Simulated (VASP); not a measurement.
# C (Im-3m) in VASP: a series of runs, part 2 of 2

VASP 6.6.1. Earlier steps stand in the parts before.

### Step 5. Relaxation of cell and atoms, PBE

This run uses another cell than the first one, of 12.67 Å³/atom, 1.056 times its volume.

INCAR

```
ALGO     = Normal         # electronic algorithm
EDIFF    = 1E-7           # SCF threshold, eV
EDIFFG   = -0.04          # ionic threshold
ENCUT    = 600            # plane-wave cutoff, eV
GGA      = PE             # functional
IBRION   = 2              # ionic algorithm
ISIF     = 3              # what is computed and relaxed
ISMEAR   = 0              # smearing method
LASPH    = T              # aspherical terms in the spheres
LCHARG   = F              # write CHGCAR
LREAL    = F              # projectors in reciprocal space
LWAVE    = F              # write WAVECAR
NELM     = 100            # most SCF steps
NSW      = 90             # ionic steps
PREC     = Accurate       # precision mode
SIGMA    = 0.1            # smearing width, eV
```

KPOINTS

```
k-points
0
Gamma
  10 10 6
```

POSCAR

```
C
1.0
    1.0519775799     -1.9640502131      0.0000000000
    1.0519775799      1.9640502131      0.0000000000
    0.0000000000      0.0000000000      3.0671469081
C
1
Direct
    0.0000000000      0.0000000000      0.0000000000
```

Potentials or basis: VASP PAW PBE potentials, release 64 (C).

Launch:

```sh
$ cat potpaw_PBE.64/C/POTCAR > POTCAR
$ mpirun -np 1 vasp_std > vasp.out
```

OUTCAR:

```text
EDIFF = 1E-7
   EDIFFG = -0.04
   ENCUT = 600
   GGA = PE
   IBRION = 2
   ISIF = 3
   ISMEAR = 0
   LASPH = T
   LREAL = F
   NELM = 100
   NSW = 90
   PREC = Accurate

 ion  position               nearest neighbor table
   1  0.000  0.000  0.000-

  LATTYP: Found a base centered orthorhombic cell.
 ALAT       =     2.1039551598
 B/A-ratio  =     1.8670076726
 C/A-ratio  =     1.4578005115

  Lattice vectors:

 A1 = (   1.0519775799,  -1.9640502131,   0.0000000000)
 A2 = (   1.0519775799,   1.9640502131,   0.0000000000)
 A3 = (   0.0000000000,   0.0000000000,   3.0671469081)

Analysis of symmetry for initial positions (statically):
=====================================================================
 Subroutine PRICEL returns:
 Original cell was already a primitive cell.

 Routine SETGRP: Setting up the symmetry group for a
[... 711 lines left out ...]
 k-point    24 :       0.4000    0.3000    0.0000
  band No.  band energies     occupation
      1      -6.0380      2.00000
      2       1.6060      2.00000
      3       8.8306      0.00000
      4      16.7154      0.00000
      5      25.4562      0.00000
      6      26.3798      0.00000

 [... further k-points ...]

[... ionic steps 4 to 32 ...]

--------------------------------------- Ionic step       33  -------------------------------------------

 number of electron       4.0000000 magnetization

------------------------ aborting loop because EDIFF is reached ----------------------------------------
[... 65 lines left out ...]
--------------------------------------- Ionic step       35  -------------------------------------------

 number of electron       4.0000000 magnetization

 Free energy of the ion-electron system (eV)
  ---------------------------------------------------
  ext. energy  EPLUGINS =         0.00000000
  ---------------------------------------------------
  free energy    TOTEN  =        -8.19614784 eV

  energy without entropy =       -8.19614784  energy(sigma->0) =       -8.19614784

 E-fermi :   0.8252     XC(G=0):  -8.2077

 val. band max:        0.4179130774   @ k =   0.1000   0.1000   0.5000
 cond. band min:       1.8277385870   @ k =   0.4000   0.3000   0.0000
 fundamental gap:      1.4098255096
 Fermi energy:         0.8251881495
[... 244 lines left out ...]
  FREE ENERGIE OF THE ION-ELECTRON SYSTEM (eV)
  ---------------------------------------------------
  free  energy   TOTEN  =        -8.1961478351 eV

  energy  without entropy=       -8.1961478351  energy(sigma->0) =       -8.19614784

 reached required accuracy - stopping structural energy minimisation
```

OSZICAR:

```text
N       E                     dE             d eps       ncg     rms          rms(c)
DAV:   1     0.409924171607E+00    0.40992E+00   -0.21227E+03  1512   0.663E+02
DAV:   2    -0.438532369507E+01   -0.47952E+01   -0.45020E+01  1950   0.529E+01
DAV:   3    -0.448594655958E+01   -0.10062E+00   -0.10026E+00  1728   0.835E+00
[... 322 lines left out ...]
DAV:   3    -0.819614840880E+01    0.45638E-03   -0.22057E-03  1578   0.302E-01    0.311E-02
DAV:   4    -0.819614890833E+01   -0.49953E-06   -0.13256E-05  1542   0.404E-02    0.290E-02
DAV:   5    -0.819614797061E+01    0.93772E-06   -0.15470E-06  1548   0.106E-02    0.147E-02
DAV:   6    -0.819614811683E+01   -0.14622E-06   -0.49206E-06  1566   0.169E-02    0.563E-03
DAV:   7    -0.819614785973E+01    0.25710E-06   -0.30354E-07  1566   0.517E-03    0.110E-03
DAV:   8    -0.819614783512E+01    0.24609E-07   -0.17066E-08   810   0.112E-03
  35 F= -.81961478E+01 E0= -.81961478E+01  d E =-.571292E-03
```

It took 83 s on 1 thread of Intel Xeon 6975P-C (Granite Rapids), shared host; peak memory 0.12 GiB.

What came out:

- Free energy: -8.1961 eV
- Relaxed volume: 13.71 Å³/atom
- Relaxed cell: a = 3.071 Å, b = 3.071 Å, c = 3.575 Å, α = 90.00°, β = 90.00°, γ = 156.00°
- Space group after relaxing (to 0.05 Å): Cmmm (No. 65)
- Energy gained by relaxing: 3719.2 meV/atom
- Ionic steps: 35
- Pressure after relaxing: -0.1 GPa
- Band gap on the k mesh: none (metal or under the smearing width)

Step by step:
```
step  energy change (eV)  largest force (eV/Å)  pressure (GPa)  volume (Å³)
   1              0.0000                0.0000          -27.63        12.67
   2             -0.7611                0.0000          -13.83         9.00
   3             -0.8426                0.0000            0.20         8.01
   4             -1.2773                0.0000           21.86         7.35
   5             19.7199                0.0000         1467.74         4.74
   6             -1.3904                0.0000           26.55         7.24
   7             -0.1542                0.0000          295.67         6.10
   8             -1.6487                0.0000           51.93         7.02
   9             -1.5885                0.0000          138.35         6.58
  10             -1.7383                0.0000           90.09         6.79
  11             -1.7541                0.0000           97.19         6.77
  12             -1.7563                0.0000          103.04         6.76
  13             -1.7925                0.0000          100.58         6.79
  14             -1.9014                0.0000           92.78         6.90
  15             -2.0943                0.0000           75.43         7.12
  16             -2.3767                0.0000           46.71         7.56
  17             -2.7341                0.0000           12.14         8.47
  18             -2.9659                0.0000          -28.58        10.43
  19             -3.2783                0.0000          -18.12        10.78
  20             -3.6379                0.0000           21.55        11.67
  21             -3.6546                0.0000           13.66        11.54
  22             -3.6545                0.0000           16.22        11.58
  23             -3.6866                0.0000           11.32        12.11
  24             -3.6949                0.0000            5.71        12.83
  25             -3.6962                0.0000            7.18        12.63
  26             -3.7065                0.0000           -0.05        12.75
  27             -3.7067                0.0000            0.83        12.73
  28             -3.7076                0.0000            0.84        12.76
  29             -3.7102                0.0000            0.88        12.84
  30             -3.7141                0.0000            0.98        13.00
  31             -3.7176                0.0000            1.25        13.32
  32             -3.7177                0.0000            1.32        13.39
  33             -3.7185                0.0000           -1.28        13.70
  34             -3.7186                0.0000           -0.58        13.61
  35             -3.7192                0.0000           -0.08        13.71
```

Final structure:
```cif
data_structure
_symmetry_space_group_name_H-M 'P 1'
_symmetry_Int_Tables_number 1
_cell_length_a 3.0707
_cell_length_b 3.0707
_cell_length_c 3.5749
_cell_angle_alpha 90.000
_cell_angle_beta 90.000
_cell_angle_gamma 156.001
_cell_volume 13.71
loop_
_atom_site_label
_atom_site_type_symbol
_atom_site_fract_x
_atom_site_fract_y
_atom_site_fract_z
_atom_site_occupancy
C1 C 0.00000 0.00000 0.00000 1
```

### Step 6. Summary

| task | cell | k mesh | cutoff (eV) | mesh quality | gap on the mesh (eV) | pressure (GPa) |
| --- | --- | --- | --- | --- | --- | --- |
| single point | Im-3m, 12.0 Å³/atom | 8 × 8 × 8 | 520 | coarse | none | -30.1 |
| single point | C2/m, 12.14 Å³/atom | 4 × 4 × 6 | 520 | not flagged | none | -3.6 |
| single point | Cmmm, 20.17 Å³/atom | 10 × 10 × 6 | 520 | coarse | none | 0.0 |
| relaxation of cell and atoms | relaxed | 10 × 10 × 6 | 600 | not flagged | none | -0.1 |

Alike in all rows: level PBE; potentials or basis VASP PAW PBE potentials, release 64 (C); no spin polarisation; smearing gaussian 0.1 eV.

Caveats: some runs use coarse meshes; a pressure of tens of GPa on the cell as given is suspect, and the run, the potentials or the cell itself is likely at fault (some runs); forces of over 1 eV/Å show positions far from the minimum, so gaps and moduli don't describe the material at rest (some runs).

Absolute energies hang on the potentials; compare differences alone.
